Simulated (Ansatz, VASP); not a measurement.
# Cu: programs and potentials compared

The starting cell:

```
CELL_PARAMETERS angstrom
0.00000 1.80750 1.80750
1.80750 0.00000 1.80750
1.80750 1.80750 0.00000
ATOMIC_POSITIONS crystal
Cu 0.00000 0.00000 0.00000
```

Alike in all runs: task relaxation of cell and atoms; functional BLYP; k mesh 13 × 13 × 13; occupations fermi-dirac, width 0.05 eV; no spin polarisation; no spin-orbit coupling.

```csv
program and potentials,plane-wave cutoff (eV),notes,equilibrium volume (Å³/atom)
"Ansatz, Ansatz PAW",420,"potentials made for PBE, which Ansatz adapts in part; 19 valence electrons an atom on average",12.67
"Ansatz, all-electron LAPW, scalar-relativistic",-,-,12.66
"VASP, PBE PAW files Cu, 600 eV",600,potentials made for PBE; 11 valence electrons an atom on average,12.74
```

The equilibrium volume spans 12.66 (Ansatz, all-electron LAPW, scalar-relativistic) to 12.74 Å³/atom (VASP, PBE PAW files Cu, 600 eV), with all-electron results at 12.66. Some sets were made for another functional than the one run, which can shift their rows. Relaxations stop with a little pressure left, so the last digit of a volume isn't settled.

Differences between rows come from potentials, basis sets and numerical settings, since the functional is the same but for its coding. Runs on potential files found faulty are left out.
